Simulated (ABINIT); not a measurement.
## Converging GW for AlAs (F-43m) in ABINIT

Wanted: a converged G0W0 gap of AlAs (F-43m), or an estimate of the limit.

Main program and level: ABINIT 10.8.3; PBE and many-body steps on it, plane waves.

**1. Set-up**

It takes space group F-43m (No. 216, cubic). Conventional cell: a = 5.661 Å, b = 5.661 Å, c = 5.661 Å, α = 90.00°, β = 90.00°, γ = 90.00°. Al has 4 As at 2.45 Å nearest. Nearest to As lie 4 Al at 2.45 Å. Farther neighbours are not listed.

The cell and positions come from the Crystallography Open Database and are kept as given unless a step says otherwise.

**2. Empty states on the mesh, 4×4×4 mesh, 1172 bands**

This step: ABINIT 10.8.3; DFT, PBE, plane waves, norm-conserving pseudopotentials.

The sums over transitions need many empty states on a uniform mesh; this step solves for them.

The input, run.abi:

```
acell 3*1.0 Angstrom
rprim 
  0.000000000000 2.830400000000 2.830400000000
  2.830400000000 0.000000000000 2.830400000000
  2.830400000000 2.830400000000 -0.000000000000
ntypat 2
znucl 13 33
natom 2
typat 1 2
xred 
  0.000000000000 0.000000000000 0.000000000000
  0.250000000000 0.250000000000 0.250000000000
pp_dirpath "pseudos"
pseudos "Al.upf, As.upf"
ecut 44
ngkpt 4 4 4
nshiftk 1
shiftk 0 0 0
kptopt 1
chksymbreak 0
irdden 1
istwfk *1
nband 1172
prtvol 0
optdriver 6
gwr_task "HDIAGO"
paral_kgb 0
occopt 1
indata_prefix "in"
outdata_prefix "out"
tmpdata_prefix "tmp"
```

On the command line:

```console
OMP_NUM_THREADS=1 mpirun -n 4 abinit run.abi > log
```

The log of the run:

```text
.Version 10.8.3 of ABINIT. v10.8.2 released Aug 2026.

 Symmetries : space group F-4 3 m (#216); Bravais cF (face-center cubic)
[... echo of the input left out ...]
== DATASET  1 ==================================================================
-   mpi_nproc: 4, omp_nthreads: 1 (-1 if OMP is not activated)

--- !DatasetInfo
iteration_state: {dtset: 1, }
dimensions: {natom: 2, nkpt: 8, mband: 1172, nsppol: 1, nspinor: 1, nspden: 1, mpw: 4314, }
cutoff_energies: {ecut:  44.0, pawecutdg:  -1.0, }
[...]
Indirect band gap semiconductor
 Fundamental gap:     1.436 (eV)
   VBM:     4.434 (eV) at k: [ 0.0000E+00,  0.0000E+00,  0.0000E+00]
   CBM:     5.870 (eV) at k: [ 5.0000E-01,  5.0000E-01,  0.0000E+00]
 Direct gap:         2.044 (eV) at k: [ 0.0000E+00,  0.0000E+00,  0.0000E+00]

== END DATASET(S) ==============================================================
================================================================================

 -outvars: echo values of variables after computation  --------
           etotal      0.0000000000E+00
            nband        1172
             nkpt           8
          spgroup         216
 [... the other variables as echoed above ...]

 Calculation completed.
```

Wall time 2.1 min (4 MPI ranks of Arm Neoverse V1, shared host); peak memory 4.4 GiB.

This step gave:

```
gap                                                           : 1.436 eV
k of the valence top                                          : 0, 0, 0
k of the conduction bottom                                    : 0.5, 0.5, 0
least direct gap                                              : 2.044 eV
k points computed                                             : 8
lowest point of the top converged band, above the valence top : 488.0315 eV
```

On this mesh the gap is 1.436 eV.

The density comes from a self-consistent run that is not shown.

**3. Screening, 4×4×4 mesh, 156 bands, screening to 149.7 eV**

The RPA dielectric matrix is built and inverted for each q.

This step: RPA screening on PBE, plane waves, norm-conserving pseudopotentials.

run.abi, as its differences from that of step 2:

```diff
@@ -20,10 +20,11 @@
 chksymbreak 0
-irdden 1
 istwfk *1
-nband 1172
-prtvol 0
-optdriver 6
-gwr_task "HDIAGO"
-paral_kgb 0
 occopt 1
+irdwfk 1
+optdriver 3
+nband 156
+ecuteps 5.5
+inclvkb 2
+awtr 1
+symchi 1
 indata_prefix "in"
```

The log of the run:

```text
.Version 10.8.3 of ABINIT. v10.8.2 released Aug 2026.

 Symmetries : space group F-4 3 m (#216); Bravais cF (face-center cubic)
[... echo of the input left out ...]
== DATASET  1 ==================================================================
-   mpi_nproc: 4, omp_nthreads: 1 (-1 if OMP is not activated)

--- !DatasetInfo
iteration_state: {dtset: 1, }
dimensions: {natom: 2, nkpt: 8, mband: 156, nsppol: 1, nspinor: 1, nspden: 1, mpw: 4314, }
cutoff_energies: {ecut:  44.0, pawecutdg:  -1.0, }
electrons: {nelect:   2.60000000E+01, charge:   0.00000000E+00, occopt:   1.00000000E+00, tsmear:   1.00000000E-02, }

 SCREENING: Calculation of the susceptibility and dielectric matrices

 Based on a program developped by R.W. Godby, V. Olevano, G. Onida, and L. Reining.
 Incorporated in ABINIT by V. Olevano, G.-M. Rignanese, and M. Torrent.
.Using double precision arithmetic ; gwpc =  8

[... cell and pseudopotentials left out ...]
--------------------------------------------------------------------------------

 ==== K-mesh for the wavefunctions ====
 Number of points in the irreducible wedge :     8
[... list of points left out ...]
 Together with 24 symmetry operations and time-reversal symmetry
 yields    64 points in the full Brillouin Zone.

 ==== Q-mesh for the screening function ====
 Number of points in the irreducible wedge :     8
[... list of points left out ...]
 Together with 24 symmetry operations and time-reversal symmetry
 yields    64 points in the full Brillouin Zone.

 setmesh: FFT mesh size selected  =    30x   30x   30
          total number of points  =        27000

 vcoul_init : cutoff-mode = AUXILIARY_FUNCTION
 q-points for optical limit:   1
     1)      0.000010    0.000020    0.000030

- screening: taking advantage of time-reversal symmetry
- Maximum band index for partially occupied states nbvw = 13
- Remaining bands to be divided among processors   nbcw = 143
- Number of bands treated by each node ~35

 Number of electrons calculated from density =   26.0000; Expected =   26.0000
 average of density, n =  0.084958
 r_s =    1.4111
 omega_plasma =   28.1162 [eV]

 calculating chi0 at frequencies [eV] :
  1    0.000000E+00    0.000000E+00
  2    0.000000E+00    2.811624E+01

--------------------------------------------------------------------------------
  q-point number  1        q = ( 0.000000, 0.000000, 0.000000) [r.l.u.]
--------------------------------------------------------------------------------
[... chi0 elements left out ...]
 For q-point:  0.000010 0.000020 0.000030
  dielectric constant =  14.2224
  dielectric constant without local fields =  15.9587

  Average fulfillment of the sum rule on Im[epsilon] for q-point    1 :     50.55  [%]
[... wings left out ...]
  q-point number  2        q = ( 0.250000, 0.000000, 0.000000) [r.l.u.]
--------------------------------------------------------------------------------
[... chi0 elements left out ...]
  Average fulfillment of the sum rule on Im[epsilon] for q-point    2 :     55.94  [%]

 [... 6 further q-points ...]
```

Run time: 44 s. Hardware: 4 MPI ranks; peak memory 1.1 GiB; 2.9 min of CPU time.

This step gave:

| Property | Result |
| --- | --- |
| ε∞ with local fields, on this mesh, along the program's q direction | 14.22 |
| the same without local fields | 15.96 |
| plasma frequency | 28.12 eV |
| plane waves in the screening matrix | 169 |

Local fields lower ε∞ by 11 %. On a Γ-centred mesh this coarse the value itself is usually too large, while a short band sum pulls it down.

**4. 156 bands, 149.7 eV**

The self-energy is evaluated for the states that the input lists, and the levels follow from it, in one-shot runs by the linearised quasiparticle equation.

This step: G0W0 on PBE, plane waves, norm-conserving pseudopotentials.

run.abi, as its differences from that of step 3:

```diff
@@ -23,8 +23,19 @@
 irdwfk 1
-optdriver 3
+optdriver 4
 nband 156
+gwcalctyp 0
+ecutsigx 44
+symsigma 1
+nkptgw 3
+kptgw 
+  0.0000000000 0.0000000000 0.0000000000
+  0.5000000000 0.5000000000 0.0000000000
+  0.5000000000 0.0000000000 0.0000000000
+bdgw 
+  11 17
+  12 15
+  12 16
 ecuteps 5.5
-inclvkb 2
-awtr 1
-symchi 1
+irdscr 1
+ppmodel 1
 indata_prefix "in"
```

The log of the run:

```text
.Version 10.8.3 of ABINIT. v10.8.2 released Aug 2026.

 Symmetries : space group F-4 3 m (#216); Bravais cF (face-center cubic)
[... echo of the input left out ...]
== DATASET  1 ==================================================================
-   mpi_nproc: 4, omp_nthreads: 1 (-1 if OMP is not activated)

--- !DatasetInfo
iteration_state: {dtset: 1, }
dimensions: {natom: 2, nkpt: 8, mband: 156, nsppol: 1, nspinor: 1, nspden: 1, mpw: 4314, }
cutoff_energies: {ecut:  44.0, pawecutdg:  -1.0, }
electrons: {nelect:   2.60000000E+01, charge:   0.00000000E+00, occopt:   1.00000000E+00, tsmear:   1.00000000E-02, }

 SIGMA: Calculation of the GW corrections

 Based on a program developped by R.W. Godby, V. Olevano, G. Onida, and L. Reining.
 Incorporated in ABINIT by V. Olevano, G.-M. Rignanese, and M. Torrent.
.Using double precision arithmetic ; gwpc =  8

[... cell and pseudopotentials left out ...]
--------------------------------------------------------------------------------

 ==== K-mesh for the wavefunctions ====
 Number of points in the irreducible wedge :     8
[... list of points left out ...]
 Together with 24 symmetry operations and time-reversal symmetry
 yields    64 points in the full Brillouin Zone.

 ==== Q-mesh for screening function ====
 Number of points in the irreducible wedge :     8
[... list of points left out ...]
 Together with 24 symmetry operations and time-reversal symmetry
 yields    64 points in the full Brillouin Zone.

 vcoul_init : cutoff-mode = AUXILIARY_FUNCTION
 q-points for optical limit:   1
     1)      0.000010    0.000020    0.000030
 setmesh: FFT mesh size selected  =    45x   45x   45
          total number of points  =        91125

 Number of electrons calculated from density =   26.0000; Expected =   26.0000
 average of density, n =  0.084958
 r_s =    1.4111
 omega_plasma =   28.1162 [eV]

 === KS Band Gaps ===
  >>>> For spin  1
   Minimum direct gap =   2.0442 [eV], located at k-point      :   0.0000  0.0000  0.0000
   Fundamental gap    =   1.4358 [eV], Top of valence bands at :   0.0000  0.0000  0.0000
                                       Bottom of conduction at :   0.5000  0.5000  0.0000
 SIGMA fundamental parameters:
 PLASMON POLE MODEL  1
 number of plane-waves for SigmaX                 4279
 number of plane-waves for SigmaC and W            169
 number of plane-waves for wavefunctions          4279
 number of bands                                   156
 number of independent spin polarizations            1
 number of spinorial components                      1
 number of k-points in IBZ                           8
 number of q-points in IBZ                           8
 number of symmetry operations                      24
 number of k-points in BZ                           64
 number of q-points in BZ                           64
 number of frequencies for dSigma/dE                 9
 frequency step for dSigma/dE [eV]                0.25
 number of omega for Sigma on real axis              0
 max omega for Sigma on real axis  [eV]           0.00
 zcut for avoiding poles [eV]                     0.10

 EPSILON^-1 parameters (SCR file):
 dimension of the eps^-1 matrix on file            169
 dimension of the eps^-1 matrix used               169
 number of plane-waves for wavefunctions          4279
 number of bands                                   156
 number of q-points in IBZ                           8
 number of frequencies                               2
 number of real frequencies                          1
 number of imag frequencies                          1

 matrix elements of self-energy operator (all in [eV])

 Perturbative Calculation

--- !SelfEnergy_ee
iteration_state: {dtset: 1, }
kpoint     : [   0.000,    0.000,    0.000, ]
spin       : 1
KS_gap     :    2.044
QP_gap     :    2.795
Delta_QP_KS:    0.750
data: !SigmaeeData |
     Band     E0 <VxcDFT>   SigX SigC(E0)      Z dSigC/dE  Sig(E)    E-E0       E
       11   4.434 -13.057 -14.997   1.167   0.786  -0.273 -13.664  -0.607   3.827
       12   4.434 -13.057 -14.997   1.167   0.786  -0.273 -13.664  -0.607   3.827
       13   4.434 -13.057 -14.997   1.167   0.786  -0.273 -13.664  -0.607   3.827
       14   6.478 -11.857  -7.665  -4.012   0.794  -0.259 -11.714   0.143   6.621
       15   8.727  -9.563  -5.073  -4.413   0.787  -0.270  -9.502   0.061   8.788
       16   8.727  -9.563  -5.073  -4.413   0.787  -0.270  -9.502   0.061   8.788
[...]
--- !SelfEnergy_ee
iteration_state: {dtset: 1, }
kpoint     : [   0.500,    0.500,    0.000, ]
spin       : 1
KS_gap     :    3.609
QP_gap     :    4.311
Delta_QP_KS:    0.702
data: !SigmaeeData |
     Band     E0 <VxcDFT>   SigX SigC(E0)      Z dSigC/dE  Sig(E)    E-E0       E
[...]
--- !SelfEnergy_ee
iteration_state: {dtset: 1, }
kpoint     : [   0.500,    0.000,    0.000, ]
spin       : 1
KS_gap     :    2.966
QP_gap     :    3.720
Delta_QP_KS:    0.754
data: !SigmaeeData |
     Band     E0 <VxcDFT>   SigX SigC(E0)      Z dSigC/dE  Sig(E)    E-E0       E
[...]
14   6.575 -10.258  -6.228  -3.948   0.796  -0.257 -10.193   0.065   6.640
       15   9.120  -9.293  -4.710  -4.474   0.790  -0.266  -9.207   0.086   9.206
       16   9.120  -9.293  -4.710  -4.474   0.790  -0.266  -9.207   0.086   9.206

== END DATASET(S) ==============================================================
================================================================================

 -outvars: echo values of variables after computation  --------
           etotal      0.0000000000E+00
            nband         156
             nkpt           8
          spgroup         216
 [... the other variables as echoed above ...]

 Calculation completed.
```

It took 15 s on 4 MPI ranks; peak memory 1 GiB; 59 s of CPU time.

This step gave:

* G0W0 gap on the points computed: 1.946 eV
* starting gap on the mesh: 1.436 eV
* k of the valence top: 0, 0, 0
* k of the conduction bottom: 0.5, 0.5, 0
* Z at the valence top: 0.786
* Z at the conduction bottom: 0.803
* least direct G0W0 gap on the computed points: 2.794 eV

The gap on the mesh goes from 1.44 eV to 1.95 eV, a correction of +0.51 eV.

**5. Screening, 4×4×4 mesh, 241 bands, screening to 203.5 eV**

This step: RPA screening on PBE, plane waves, norm-conserving pseudopotentials.

run.abi, as its differences from that of step 4:

```diff
@@ -23,19 +23,8 @@
 irdwfk 1
-optdriver 4
-nband 156
-gwcalctyp 0
-ecutsigx 44
-symsigma 1
-nkptgw 3
-kptgw 
-  0.0000000000 0.0000000000 0.0000000000
-  0.5000000000 0.5000000000 0.0000000000
-  0.5000000000 0.0000000000 0.0000000000
-bdgw 
-  11 17
-  12 15
-  12 16
-ecuteps 5.5
-irdscr 1
-ppmodel 1
+optdriver 3
+nband 241
+ecuteps 7.48
+inclvkb 2
+awtr 1
+symchi 1
 indata_prefix "in"
```

The log of the run:

```text
.Version 10.8.3 of ABINIT. v10.8.2 released Aug 2026.

 Symmetries : space group F-4 3 m (#216); Bravais cF (face-center cubic)
[... echo of the input left out ...]
== DATASET  1 ==================================================================
-   mpi_nproc: 4, omp_nthreads: 1 (-1 if OMP is not activated)

--- !DatasetInfo
iteration_state: {dtset: 1, }
dimensions: {natom: 2, nkpt: 8, mband: 241, nsppol: 1, nspinor: 1, nspden: 1, mpw: 4314, }
cutoff_energies: {ecut:  44.0, pawecutdg:  -1.0, }
electrons: {nelect:   2.60000000E+01, charge:   0.00000000E+00, occopt:   1.00000000E+00, tsmear:   1.00000000E-02, }

 SCREENING: Calculation of the susceptibility and dielectric matrices

 Based on a program developped by R.W. Godby, V. Olevano, G. Onida, and L. Reining.
 Incorporated in ABINIT by V. Olevano, G.-M. Rignanese, and M. Torrent.
.Using double precision arithmetic ; gwpc =  8

[... cell and pseudopotentials left out ...]
--------------------------------------------------------------------------------

 ==== K-mesh for the wavefunctions ====
 Number of points in the irreducible wedge :     8
[... list of points left out ...]
 Together with 24 symmetry operations and time-reversal symmetry
 yields    64 points in the full Brillouin Zone.

 ==== Q-mesh for the screening function ====
 Number of points in the irreducible wedge :     8
[... list of points left out ...]
 Together with 24 symmetry operations and time-reversal symmetry
 yields    64 points in the full Brillouin Zone.

 setmesh: FFT mesh size selected  =    32x   32x   32
          total number of points  =        32768

 vcoul_init : cutoff-mode = AUXILIARY_FUNCTION
 q-points for optical limit:   1
     1)      0.000010    0.000020    0.000030

- screening: taking advantage of time-reversal symmetry
- Maximum band index for partially occupied states nbvw = 13
- Remaining bands to be divided among processors   nbcw = 228
- Number of bands treated by each node ~57

 Number of electrons calculated from density =   26.0000; Expected =   26.0000
 average of density, n =  0.084958
 r_s =    1.4111
 omega_plasma =   28.1162 [eV]

 calculating chi0 at frequencies [eV] :
  1    0.000000E+00    0.000000E+00
  2    0.000000E+00    2.811624E+01

--------------------------------------------------------------------------------
  q-point number  1        q = ( 0.000000, 0.000000, 0.000000) [r.l.u.]
--------------------------------------------------------------------------------
[... chi0 elements left out ...]
 For q-point:  0.000010 0.000020 0.000030
  dielectric constant =  14.2259
  dielectric constant without local fields =  15.9620

  Average fulfillment of the sum rule on Im[epsilon] for q-point    1 :     61.88  [%]
[... wings left out ...]
  q-point number  2        q = ( 0.250000, 0.000000, 0.000000) [r.l.u.]
--------------------------------------------------------------------------------
[... chi0 elements left out ...]
  Average fulfillment of the sum rule on Im[epsilon] for q-point    2 :     67.94  [%]

 [... 6 further q-points ...]
```

The job ended after 89 s (4 MPI ranks; peak memory 1.7 GiB; 5.9 min of CPU time).

This step gave:

```
ε∞ with local fields, on this mesh, along the program's q direction : 14.23
the same without local fields                                       : 15.96
plasma frequency                                                    : 28.12 eV
plane waves in the screening matrix                                 : 307
```

[end of part 1 of 2]

[Paths, hosts, dates, memory and timing lines, banners, echoed tables and standing remarks are left out of the program output.]

[Logs are printed without paths, hosts, clocks, repeated set-up lines and the standing remarks that a program may print on its own settings, such as how far it seeks lower states.]

[Runs of the session that timed out or met a known fault of the program may be left out.]

[Hosts, paths, dates, database ids (printed as entryN), source tags and the programs' standing remarks are cut or masked in the printed files.]

[G0W0 gaps are taken among the corrected bands and points alone; a level outside them can change the order at an edge.]

[Where Ansatz stands beside ABINIT at settings called matched, ABINIT's density can come from a denser mesh and the files from another edition; pairs whose starting gaps differed by over 0.03 eV were left out, so agreement reads better than it is.]
